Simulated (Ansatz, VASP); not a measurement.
# Pb (Pb strained to the junction's net) in two plane-wave programs

Wanted: the spread between two codes on one cell, functional and k mesh. The structure shown is the end of the Ansatz relaxation below.

Method: plane waves, with VASP 6.6.1 beside it; single point at PBE with D3(BJ), in Ansatz 0.2.0.

### Step 1. The structure

The structure is trigonal, space group R-3m (No. 166). The conventional cell has a = 3.680 Å, b = 3.680 Å, c = 8.237 Å, α = 90.00°, β = 90.00°, γ = 120.00°. Pb has 12 Pb at 3.47 to 3.68 Å nearest.

Coordinates:

```cif
data_structure
_symmetry_space_group_name_H-M 'R-3m:H'
_symmetry_Int_Tables_number 166
_cell_length_a 3.6800
_cell_length_b 3.6800
_cell_length_c 8.2371
_cell_angle_alpha 90.000
_cell_angle_beta 90.000
_cell_angle_gamma 120.000
_cell_volume 96.61
loop_
_atom_site_label
_atom_site_type_symbol
_atom_site_symmetry_multiplicity
_atom_site_Wyckoff_symbol
_atom_site_fract_x
_atom_site_fract_y
_atom_site_fract_z
_atom_site_occupancy
Pb1 Pb 3 a 0.00000 0.00000 0.00000 1
```

### Step 2. Ansatz: relaxation, PBE with D3(BJ)

Ansatz runs on its default PAW (the set named soft_2) files.

This run makes the geometry at which the two programs are then compared.

The input, input.yaml:

```yaml
crystal:
  lattice:
    - [3.68, 0.0, 0.0]
    - [-1.84, 3.1869734859, 0.0]
    - [0.0, 0.0, 8.5008808781]
  atoms:
    - { symbol: Pb, position: [0.0, 0.0, 0.0] }
    - { symbol: Pb, position: [0.3333333333, 0.6666666667, 0.3333333333] }
    - { symbol: Pb, position: [0.6666666667, 0.3333333333, 0.6666666667] }
kpoints:
  mp_grid: { grid: [12, 12, 4] }
scf:
  occupations: { method: fermi_dirac, width: 0.1 }
  max_iter: 150
hamiltonian:
  xc: pbe
  dispersion: d3bj
relax:
  f_tol: 0.01
  max_steps: 40
  cell: { fix: [a, b, angles] }
```

On the command line:

```sh
ansatz run input.yaml --threads 4 --pin off --max-ram 12288MiB --backend cpu --events-out ev --progress --plain --runs-dir out
```

Numbers of over 12 decimals in the logs are rounded to 6 here.

Output:

```text
Engine: ansatz 0.2.0, aarch64-unknown-linux-gnu
Pseudopotentials: kind: paw
Pseudopotential: Pb, paw, valence charge 14, recommended cutoff 420 eV (normal), Pb.paw.azcp
Functional definition: PBE
  parameter kappa = 0.804
  parameter beta = 0.066725
  exchange = pbe_x(kappa = kappa, mu = beta*pi^2/3)
  correlation = pbe_c(beta = beta)
Crystal: 3 atoms, lattice volume = 99.699 Å³
Basis set: ecut = 420 eV, 1961 PW (Γ), exchange–correlation on 50×50×120 points (8 copies of the dense FFT grid, shifted against one another)
Bands: 26, of which v1, the nominal top of the filled ones, is band 21 counted from 1 (20 counted from 0)
Symmetry: 36 space group operations
Space group: R-3m (ITA 166), of the structure as read, at distance tolerance 4.6e-5 Å
k-points: 69 of 576
Non-local potential: Pb, projectors of the file, l = 0: 2, l = 1: 2, l = 2: 2, l = 3: 2
PAW form: soft (Blöchl's): semilocal exchange-correlation on the pseudo side does not see the compensation charge
PAW one-centre angular grid: Pb, 590 points (default); XC on 64 Gauss nodes
Initial density: superposition of atomic densities (neutral atoms: chi_scale 0, normalization atom), corrected by the library's trained network
Initial wavefunctions: pseudopotential atomic-orbital guess
Functional: x = pbe(κ = 0.804, μ = 0.219515), c = pbe(β = 0.066725)
SCF iter   1: F=—  HF=-35720.379255 eV  |F-HF|=—  |Δ(HF+E_count)|=         —  Δρ=5.46e-4  dr2=2.59e-4  ethr=1.77e-3  ⟨swp⟩=6.2  Hψ=8155  notcnv=0
preconditioner: auto → Kerker (q_TF=auto, 2.362 Å⁻¹)  [metal: Δε(μ)=0.031 eV  Ē_g=16.060 eV  σ=0.100 eV  W_gap=0.08  n_scr=24 (ndim 8)  ℏωp=24.1 eV  f_vac=0.000  D(μ)=1.54/eV (n_scr^D=4)]
SCF iter   2: F=—  HF=-35720.376633 eV  |F-HF|=—  |Δ(HF+E_count)|=   2.62e-3  Δρ=4.64e-4  dr2=9.46e-5  ethr=6.18e-7  ⟨swp⟩=2.9  Hψ=4537  notcnv=0
SCF iter   3: F=—  HF=-35720.376714 eV  |F-HF|=—  |Δ(HF+E_count)|=   8.14e-5  Δρ=2.35e-4  dr2=2.63e-5  ethr=2.25e-7  ⟨swp⟩=2.0  Hψ=1955  notcnv=0
SCF iter   4: F=—  HF=-35720.376744 eV  |F-HF|=—  |Δ(HF+E_count)|=   2.98e-5  Δρ=3.77e-5  dr2=1.23e-6  ethr=6.26e-8  ⟨swp⟩=2.0  Hψ=2193  notcnv=0
SCF iter   5: F=—  HF=-35720.376744 eV  |F-HF|=—  |Δ(HF+E_count)|=   2.57e-7  Δρ=1.32e-5  dr2=1.89e-7  ethr=2.92e-9  ⟨swp⟩=2.5  Hψ=2829  notcnv=0
SCF iter   6: F=-35720.376744 eV  HF=-35720.376744 eV  |F-HF|=1.46e-8  |Δ(HF+E_count)|=   6.89e-8  Δρ=4.22e-6  dr2=1.74e-8  ethr=2.38e-10  ⟨swp⟩=4.0  Hψ=6368  notcnv=0
SCF 1 converged in 6 iterations: F = -35720.376744 eV  dr2 = 1.74e-8
  greatest PAW one-centre occupation: 0.979 electrons in one spin orbital (limit 2), on the Pb atom at site 2 (counted from 0), in its partial waves of l = 2
relax step   1: F+E_penalty+E_count = -35720.37674435 eV  Δ(F+E_penalty+E_count) = +0.000e0 eV  max|allowed force component| = 1.388e-25 eV/Å  Δτ_max = 0.0000 Å  P = -3.035 GPa  Ω = 99.699 Å³  fix = [a, b, alpha, beta, gamma]  reactions: a -3.460, b -3.460 GPa  (6 SCF iters, dr2 threshold 1.00e-7 eV, accepted)
[...]
relax step   2: F+E_penalty+E_count = -35720.39826322 eV  Δ(F+E_penalty+E_count) = -2.152e-2 eV  max|allowed force component| = 3.884e-26 eV/Å  Δτ_max = 0.0000 Å  P = -2.106 GPa  Ω = 97.182 Å³  energy of the carried Pulay correction = +3.399e-4 eV  fix = [a, b, alpha, beta, gamma]  reactions: a -2.936, b -2.936 GPa  (4 SCF iters, dr2 threshold 3.00e-7 eV, accepted)
[...]
relax step   3: F+E_penalty+E_count = -35720.39915003 eV  Δ(F+E_penalty+E_count) = -8.868e-4 eV  max|allowed force component| = 3.858e-27 eV/Å  Δτ_max = 0.0000 Å  P = -1.828 GPa  Ω = 96.535 Å³  energy of the carried Pulay correction = +4.296e-4 eV  fix = [a, b, alpha, beta, gamma]  reactions: a -2.770, b -2.770 GPa  (4 SCF iters, dr2 threshold 3.00e-7 eV, accepted)
[...]
relax step   4: F+E_penalty+E_count = -35720.39915206 eV  Δ(F+E_penalty+E_count) = -2.030e-6 eV  max|allowed force component| = 7.881e-27 eV/Å  Δτ_max = 0.0000 Å  P = -1.859 GPa  Ω = 96.606 Å³  energy of the carried Pulay correction = +4.198e-4 eV  fix = [a, b, alpha, beta, gamma]  reactions: a -2.789, b -2.789 GPa  (3 SCF iters, dr2 threshold 7.48e-9 eV, accepted)
[...]
relax step   5: F+E_penalty+E_count = -35720.39876265 eV  Δ(F+E_penalty+E_count) = +3.894e-4 eV  max|allowed force component| = 6.560e-28 eV/Å  Δτ_max = 0.0000 Å  P = -1.861 GPa  Ω = 96.606 Å³  fix = [a, b, alpha, beta, gamma]  reactions: a -2.790, b -2.790 GPa  stress off target by 5.02e-3 GPa on what of the cell is left free  SCF on the basis re-selected at this cell (its energy is not comparable with the rows above)  (5 SCF iters)
basis re-selected at this cell: Δ(F+E_penalty+E_count) = +3.894e-4 eV, ΔP = -0.002 GPa vs the last step (what re-selecting the basis moved, of the pressure what is left beyond the Pulay correction that the steps carried, after the strain that the cell walked since its last selection, with what the two solves' SCF thresholds leave and, on support functions, any second-order correction that the steps lacked; it is no m [...]
SCF converged after 5 iterations
Free energy (F): -35720.398763 eV
Harris-Foulkes:  -35720.398763 eV  (|F-HF|=7.28e-12)
Internal energy: -35720.349820 eV  (E = F + TS)
E sigma→0 (E₀):  -35720.374291 eV
Entropy (-TS):   -0.048943 eV (-16.314 meV/atom)
Fermi energy:    10.042427 eV
--- Per-component energies (eV) ---
  E_band       = -144.915074
  E_kinetic    = 864.992816
  E_local      = -3172.149837  (includes V_loc(G=0)·N_el)
  E_nonlocal   = 1048.533921
  E_hartree    = 1256.848795
  E_xc         = -661.658898
  E_vxc        = -396.529685  (∫ρ·V_xc dr)
  E_paw        = -31216.217266  (= ΣΔE_a)
  E_vpaw       = -1003.459962  (= ΣTr[D̂ρ^β])
  E_aug_tail   = 0.000140  (compensation charges beyond the density's cutoff)
  E_ewald      = -3839.541854
  E_disp       = -1.157637  (pairwise vdW)
  E_smearing   = -0.048943  (= −TS)
  E_closure    = -0.000000  (closes the sum)
  Σ components = -35720.398763   (vs F -35720.398763, Δ=0.00e0)
--- Forces (eV/Å), atoms counted from 1 ---
  atom   1  Pb     0.00000000     0.00000000     0.00000000
  atom   2  Pb     0.00000000     0.00000000     0.00000000
  atom   3  Pb    -0.00000000    -0.00000000    -0.00000000
  max |Σ_I F_I| component: 3.19e-28 eV/Å
--- Stress (GPa, compression-positive) ---
       -2.789572       0.000000       0.000000
       -0.000000      -2.789572      -0.000000
        0.000000      -0.000000      -0.005022
  P = ⅓ Tr σ = -1.8614 GPa (-18.614 kbar)
--- Relaxed structure (4 steps of the walk, 4 accepted, 1 SCFs on fresh bases) ---
  F+E_penalty+E_count = -35720.39876265 eV   max|allowed force component| = 6.560e-28 eV/Å   (the final SCF, on the basis selected at the relaxed cell)
  cell:  # Å, volume = 96.6058 Å³
    - [3.680000, 0, 0]
    - [-1.840000, 3.186973, 0]
    - [0, 0, 8.237150]
  atoms:
    - { symbol: Pb, position: [0, 0, 0] }
    - { symbol: Pb, position: [0.333333, 0.666667, 0.333333] }
    - { symbol: Pb, position: [0.666667, 0.333333, 0.666667] }
```

### Step 3. VASP: single point, PBE with D3(BJ)

The same cell, functional, mesh and smearing now go to VASP, with its own data sets.

Lines of VASP's logs that name or quote its potential files are left out, and so is its time.

The input, INCAR:

```
SYSTEM = Pb
PREC = Accurate
ENCUT = 500
EDIFF = 1E-06
NELM = 120
ISMEAR = -1
SIGMA = 0.1
LREAL = .FALSE.
ALGO = Normal
GGA = PE
IVDW = 12
NBANDS = 27
LORBIT = 11
LWAVE = .FALSE.
LCHARG = .FALSE.
ISIF = 2
LASPH = .TRUE.
GGA_COMPAT = .FALSE.
```

The input, POSCAR:

```
Pb
1.0
    3.6800000000      0.0000000000      0.0000000000
   -1.8400000000      3.1869734859      0.0000000000
    0.0000000000      0.0000000000      8.2371497239
Pb
3
Direct
    0.0000000000      0.0000000000      0.0000000000
    0.3333333333      0.6666666667      0.3333333333
    0.6666666667      0.3333333333      0.6666666667
```

The input, KPOINTS:

```
Automatic mesh
0
Gamma
12 12 4
0 0 0
```

PAW data sets: Pb_d (PBE family, release 64).

On the command line:

```sh
mpirun -np 1 vasp_std
```

Output:

```text
[banner, memory and clock lines left out]
running    1 mpi-ranks, on    1 nodes
 distrk:  each k-point on    1 cores,    1 groups
 distr:  one band on    1 cores,    1 groups

 POSCAR found type information on POSCAR Pb
 POSCAR found :  1 types and       3 ions
 LDA part: xc-table for (Slater+PW92), standard interpolation
 POSCAR, INCAR and KPOINTS ok, starting setup
 FFT: planning ... GRIDC
 FFT: planning ... GRID_SOFT
 FFT: planning ... GRID
 WAVECAR not read
 entering main loop
       N       E                     dE             d eps       ncg     rms          rms(c)
DAV:   1     0.473398283705E+03    0.47340E+03   -0.20356E+04  3726   0.180E+03
DAV:   2     0.283162240281E+02   -0.44508E+03   -0.43869E+03  3744   0.465E+02
DAV:   3    -0.927405261777E+01   -0.37590E+02   -0.37075E+02  4595   0.176E+02
DAV:   4    -0.106560201801E+02   -0.13820E+01   -0.13798E+01  4409   0.396E+01
DAV:   5    -0.107167036239E+02   -0.60683E-01   -0.60681E-01  4782   0.707E+00    0.837E-01
DAV:   6    -0.106950730455E+02    0.21631E-01   -0.61832E-02  5185   0.269E+00    0.434E-01
DAV:   7    -0.106896604698E+02    0.54126E-02   -0.23607E-02  4679   0.182E+00    0.154E-01
DAV:   8    -0.106897322921E+02   -0.71822E-04   -0.24225E-03  4439   0.673E-01    0.342E-02
DAV:   9    -0.106896785048E+02    0.53787E-04   -0.18755E-04  4704   0.184E-01    0.113E-02
DAV:  10    -0.106896744033E+02    0.41016E-05   -0.18514E-05  4986   0.460E-02    0.124E-03
DAV:  11    -0.106896749247E+02   -0.52141E-06   -0.11828E-06  2201   0.174E-02
   1 F= -.11846899E+02 E0= -.11822491E+02  d E =-.488146E-01
```

From OUTCAR (step 3):

```text
ion  position               nearest neighbor table
   1  0.000  0.000  0.000-   2 3.47   3 3.47   2 3.47   3 3.47   3 3.47   2 3.47
   2  0.333  0.667  0.333-   1 3.47   1 3.47   1 3.47   3 3.47   3 3.47   3 3.47
   3  0.667  0.333  0.667-   1 3.47   1 3.47   1 3.47   2 3.47   2 3.47   2 3.47

  LATTYP: Found a hexagonal cell.
 ALAT       =     3.6800000000
 C/A-ratio  =     2.2383559032

 Subroutine GETGRP returns: Found 12 space group operations
 (whereof 12 operations were pure point group operations)

The static configuration has the point symmetry D_3d.

 Found     69 irreducible k-points:

   k-points           NKPTS =     69   k-points in BZ     NKDIM =     69   number of bands    NBANDS=     27

   dimension x,y,z NGX =    28 NGY =   28 NGZ =   60
   dimension x,y,z NGXF=    56 NGYF=   56 NGZF=  120

   ENCUT  =  500.0 eV  36.75 Ry    6.06 a.u.   6.71  6.71 15.02*2*pi/ulx,y,z

   NELECT =      42.0000    total number of electrons

 k-points in reciprocal lattice and weights: Automatic mesh
   0.00000000  0.00000000  0.00000000       0.002
   0.08333333  0.00000000  0.00000000       0.010
   0.16666667  0.00000000  0.00000000       0.010
   0.25000000  0.00000000  0.00000000       0.010
   0.33333333  0.00000000  0.00000000       0.010
   0.41666667  0.00000000  0.00000000       0.010
   0.50000000  0.00000000  0.00000000       0.005
   0.08333333  0.08333333  0.00000000       0.010
   0.16666667  0.08333333  0.00000000       0.021
[...]
0.33333333  0.25000000  0.50000000       0.021
   0.33333333  0.33333333  0.50000000       0.003

 average (electrostatic) potential at core
       1 -90.8893       2 -90.8893       3 -90.8893

 E-fermi :   6.5718

 k-point     1 :       0.0000    0.0000    0.0000
  band No.  band energies     occupation
    ...
     16      -4.7532      2.00000
     17      -2.4810      2.00000
     18      -2.4810      2.00000
     19       5.8618      1.99835
     20       5.8618      1.99835
     21      11.3655      0.00000
     22      11.3655      0.00000
     23      11.3655      0.00000
     24      11.3655      0.00000
     25      13.0009      0.00000
    ...

 k-point     2 :       0.0833    0.0000    0.0000
  band No.  band energies     occupation
    ...
     16      -4.6497      2.00000
     17      -2.3880      2.00000
     18      -2.3861      2.00000
     19       5.9098      1.99734
     20       5.9131      1.99725
     21       9.9546      0.00000
     22      10.6091      0.00000
     23      10.9677      0.00000
     24      11.7714      0.00000
     25      11.9004      0.00000
    ...

 k-point     3 :       0.1667    0.0000    0.0000
  band No.  band energies     occupation
    ...
     16      -4.3404      2.00000
     17      -2.1205      2.00000
     18      -2.1035      2.00000
     19       5.9615      1.99554
     20       5.9733      1.99498
     21       8.2335      0.00000
     22       9.7560      0.00000
     23       9.7749      0.00000
     24       9.9316      0.00000
     25      11.6693      0.00000
    ...

 Edisp (eV)   -1.15722

  Total      -1.71797    -1.71797    -0.04924    -0.00000     0.00000     0.00000
  in kB     -28.49196   -28.49196    -0.81660    -0.00000     0.00000     0.00000
  external pressure =      -19.27 kB  Pullay stress =        0.00 kB

  energy-cutoff  :      500.00
  volume of cell :       96.61
      direct lattice vectors                 reciprocal lattice vectors
     3.680000000  0.000000000  0.000000000     0.271739130  0.156888660  0.000000000
    -1.840000000  3.186973486  0.000000000     0.000000000  0.313777320  0.000000000
     0.000000000  0.000000000  8.237149724     0.000000000  0.000000000  0.121401217

 POSITION                                       TOTAL-FORCE (eV/Angst)
 -----------------------------------------------------------------------------------
      0.00000      0.00000      0.00000        -0.000000      0.000000      0.000000
     -0.00000      2.12465      2.74572         0.000000     -0.000000     -0.000000
      1.84000      1.06232      5.49143         0.000000      0.000000      0.000000
 -----------------------------------------------------------------------------------
    total drift:                               -0.000000      0.000000      0.000000

  FREE ENERGIE OF THE ION-ELECTRON SYSTEM (eV)
  ---------------------------------------------------
  free  energy   TOTEN  =       -11.8468986640 eV

  energy  without entropy=      -11.7980840534  energy(sigma->0) =      -11.82249136

 total charge
# of ion       s       p       d       tot
------------------------------------------
    1        1.404   0.722   9.807  11.933
    2        1.404   0.722   9.807  11.933
    3        1.404   0.722   9.807  11.933
--------------------------------------------------
tot          4.212   2.166  29.421  35.799

[... 3 further parts left out ...]
```

Dispersion corrections of this kind ignore metallic screening and tend to overbind metals.

### Step 4. Side by side

Known differences besides the potentials themselves: the cutoff is 420 eV in Ansatz and 500 eV in VASP; Ansatz's pressure holds a Pulay correction, VASP's none. Total energies have different zeros and are not compared.

The two programs side by side:

| quantity | Ansatz | VASP | difference |
| --- | --- | --- | --- |
| pressure (GPa) | -1.86 | -1.93 | +0.07 |

### Step 5. Outcome

- difference in pressure (single point, PBE with D3(BJ)): 0.065 GPa

The difference in pressure is 0.065 GPa (single point, PBE with D3(BJ)), within the 1 GPa picked in this series as the mark of a large difference. How closely two codes agree says nothing of how well the functional describes the real material.

[Lines on the potential files, build, host, timing and source positions are cut from VASP's logs without a mark.]

[Logs are printed without paths, hosts, clocks, repeated set-up lines and the standing remarks that a program may print on its own settings, such as how far it seeks lower states.]

[Hosts, paths, dates, database ids (printed as entryN), source tags and the programs' standing remarks are cut or masked in the printed files.]
